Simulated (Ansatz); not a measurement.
Zone-centre phonons of KBr at -1.4 GPa: input and output

The calculation used DFT LDA, scalar-relativistic, plane waves, PAW in Ansatz.

Launched with:
```bash
ansatz run input.yaml --threads 1 --pin off --max-ram 2560MiB --backend cpu --events-out ev --progress --plain --runs-dir out
```

Input (bare energies are in eV):
```yaml
crystal:
  lattice:
    - [3.9172, 0.0, 0.0]
    - [0.0, 3.9172, 0.0]
    - [0.0, 0.0, 3.9172]
  atoms:
    - { symbol: K, position: [0.0, 0.0, 0.0] }
    - { symbol: Br, position: [0.5, 0.5, 0.5] }
basis:
  ecutwfc: 420
kpoints:
  mp_grid: { grid: [6, 6, 6] }
hamiltonian:
  xc: lda
scf:
  occupations: { method: fixed }
output:
  eigenvalues: true
phonons:
  method: dfpt
  dielectric: true
  rigid_motions: translations
  raman: true
  eigenvectors: true
```

Results section of the output:
```
--- Phonons (Γ-DFPT): 2 representative perturbations + reference, on 40 of 216 k-points (Σ response iterations 6) ---
  k mesh reduced under 8 symmetry operations, with k and −k counted as one. Each operation leaves every solved perturbation unchanged. A smaller set is not considered because the run solves the response ...
  ASR residual: 1.047e-4 → 0.000e0 eV/Å²; symmetrization residual: 1.375e-6 eV/Å²
  ASR residual per site (eV/Å²): 2.84e-5 1.05e-4
  Γ frequencies (cm⁻¹): 0.00 0.00 0.00 84.52 84.52 84.52
  ε∞ (high-frequency dielectric tensor):
        3.027214     0.000000     0.000000
        0.000000     3.027214     0.000000
        0.000000     0.000000     3.027214
  ε⁰ (static dielectric tensor: ions relaxed, cell fixed):
        9.370612     0.000000     0.000000
        0.000000     9.370612     0.000000
        0.000000     0.000000     9.370612
  ε⁰ − ε∞ (ionic part):
        6.343398     0.000000     0.000000
        0.000000     6.343398     0.000000
        0.000000     0.000000     6.343398
  softest optical mode at Γ: 84.52 cm⁻¹; the repairs (sum rule, projections) moved no ω² at Γ by more than (0.64 cm⁻¹)²
  Born effective charges Z* (e; rows j = field, columns β = displacement):
    site 0:
         1.20551    0.00000    0.00000
         0.00000    1.20551    0.00000
         0.00000    0.00000    1.20551
    site 1:
        -1.20551   -0.00000    0.00000
        -0.00000   -1.20551    0.00000
         0.00000    0.00000   -1.20551
  Z* charge neutrality: 6.991e-4 e pre-enforcement
  solved inside a basis spanned on kpoints, on 8×8×8 k-points: ε∞ is read to err by 7.3e-3, Z* by 9.8e-3 e (field_mesh: kpoints solves on kpoints); Z* is corrected for what the basis lacks
  Raman tensors (in the event stream and the table raman_tensors.tsv): an entry may err by 4.7e-4 Å², one of the second-order susceptibility by 2.8e-20 pm/V (basis, points and sum rule); their sum over the sites missed zero by 4.429e-21 Å² ...
  optical modes at Γ without the LO–TO term, one row a degenerate level:
      ω (cm⁻¹) modes IR ((D/Å)²/amu) static Raman (Å⁴/amu) depolarisation
         84.52      3             3.8314                 0.0000               —
  optical modes at Γ + LO–TO along q̂ = [1.0000, 0.0000, 0.0000]:
      ω (cm⁻¹) modes IR ((D/Å)²/amu) static Raman (Å⁴/amu) depolarisation
         84.52      2             2.5543                 0.0000               —
        148.71      1             1.2771                 0.0000               —
  optical modes at Γ + LO–TO along q̂ = [0.0000, 1.0000, 0.0000]:
      ω (cm⁻¹) modes IR ((D/Å)²/amu) static Raman (Å⁴/amu) depolarisation
         84.52      2             2.5543                 0.0000               —
        148.71      1             1.2771                 0.0000               —
  optical modes at Γ + LO–TO along q̂ = [0.0000, 0.0000, 1.0000]:
      ω (cm⁻¹) modes IR ((D/Å)²/amu) static Raman (Å⁴/amu) depolarisation
         84.52      2             2.5543                 0.0000               —
        148.71      1             1.2771                 0.0000               —
```

Time: 2.8 min on 1 thread of Intel(R) Xeon(R) Processor @ 2.50GHz (Skylake/Cascade Lake), on a shared host, peak memory 0.48 GiB.

The cell is the ideal cubic caesium chloride prototype; this isn't the usual structure of the compound.